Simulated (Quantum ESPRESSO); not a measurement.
**CaO: changing the pressure**

The cell as given:

```xyz
2
Lattice="0.0000 2.4036 2.4036 2.4036 0.0000 2.4036 2.4036 2.4036 0.0000" Properties=species:S:1:pos:R:3 pbc="T T T"
Ca    0.0000    0.0000    0.0000
O     2.4036    2.4036    2.4036
```

The cell is a database's computed one, not the measured one.

Kept alike: task relaxation of cell and atoms; functional PBE; k mesh 10 × 10 × 10; occupations fermi-dirac, width 0.05 eV; no spin polarisation. Program: Quantum ESPRESSO, SSSP 1.3 efficiency PBE, cutoff 857 eV. The mesh is that of the run's cell of 2 atoms. No spin-orbit coupling.

| pressure, P (GPa) | band gap (eV) | volume (Å³/atom) |
| --- | --- | --- |
| 0 | 3.656 | 14.060 |
| 2 | 3.652 | 13.806 |
| 5 | 3.643 | 13.469 |
| 10 | 3.625 | 12.989 |
| 20 | 3.580 | 12.234 |

Gaps hold for each row's own relaxed cell. The relaxations keep at least the cell's symmetry (Fm-3m). Runs of this series that gave no sound value for these columns are left out. The runs follow the start's structure, whether or not it is the stable one at these pressures. P is the pressure aimed at, which the runs meet within some hundredths to tenths of a GPa. A gap read on the mesh alone can miss an edge between its points.

What does the pressure change here?

The band gap falls from 3.656 to 3.580 eV between 0 and 20 GPa. The volume falls from 14.060 to 12.234 Å³/atom between 0 and 20 GPa. The volume falls ever more slowly, since the solid stiffens under load. At the pressures aimed at, which the runs meet within some tenths of a GPa, the step from 0 to 5 GPa gives a mean bulk modulus near 116 GPa, the last step 167 GPa.
